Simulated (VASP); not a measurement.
Set up this calculation in VASP 6.6.1, as the native input.

```yaml
Task: relaxation of cell and atoms
Functional: PBE
Dispersion: D3(BJ)
Potentials_or_basis: VASP PAW PBE potentials, release 64 (Ge_d, S)
Cutoff: 600 eV
k_mesh: 4 × 8 × 6
Occupations: gaussian, width 0.03 eV
Spin: no spin polarisation
Further_INCAR_settings: ALGO = Normal; EDIFF = 1e-06; IBRION = 2; EDIFFG = -0.01; NSW = 90; ISIF = 3
```

The structure of GeS lies in POSCAR:

```
GeS
1.0
   10.4810000000      0.0000000000      0.0000000000
    0.0000000000      3.6460000000      0.0000000000
    0.0000000000      0.0000000000      4.2990000000
Ge S
4 4
Direct
    0.1221000000      0.2500000000      0.1277000000
    0.3779000000      0.7500000000      0.6277000000
    0.6221000000      0.2500000000      0.3723000000
    0.8779000000      0.7500000000      0.8723000000
    0.8495000000      0.2500000000      0.5023000000
    0.6505000000      0.7500000000      0.0023000000
    0.3495000000      0.2500000000      0.9977000000
    0.1505000000      0.7500000000      0.4977000000
```

The input as run:

INCAR

```
SYSTEM = GeS
ALGO = Normal
EDIFF = 1E-6
EDIFFG = -0.01
ENCUT = 600
GGA = PE
IBRION = 2
ISIF = 3
ISMEAR = 0
IVDW = 12
KPAR = 2
LASPH = .TRUE.
LCHARG = .FALSE.
LREAL = .FALSE.
LWAVE = .FALSE.
NELM = 80
NSW = 90
PREC = Accurate
SIGMA = 0.03
```

KPOINTS

```
k-points
0
G
  4 8 6
  0 0 0
```

Potentials or basis: VASP PAW PBE potentials, release 64 (Ge_d, S).

The run is started by

```bash
$ cat potpaw_PBE.64/Ge_d/POTCAR potpaw_PBE.64/S/POTCAR > POTCAR
$ mpirun -np 2 vasp_std > vasp.out
```

It gave:

```json
{
 "Relaxed volume": "21.35 Å³/atom",
 "Relaxed cell": "a = 10.656 Å, b = 3.685 Å, c = 4.349 Å, α = 90.00°, β = 90.00°, γ = 90.00°",
 "Space group after relaxing (to 0.05 Å)": "Pnma (No. 62)",
 "Energy gained by relaxing": "6.6 meV/atom",
 "Ionic steps": "32",
 "Pressure after relaxing": "0.0 GPa",
 "Largest force after relaxing": "0.003 eV/Å",
 "Band gap on the k mesh": "1.23 eV, indirect (least direct gap 1.26 eV)",
 "Dispersion energy per atom": "-0.327 eV"
}
```

Run time: 69 min on 2 MPI ranks on Intel(R) Xeon(R) Platinum 8488C (Sapphire Rapids) (shared host), peak memory 0.59 GiB a rank.
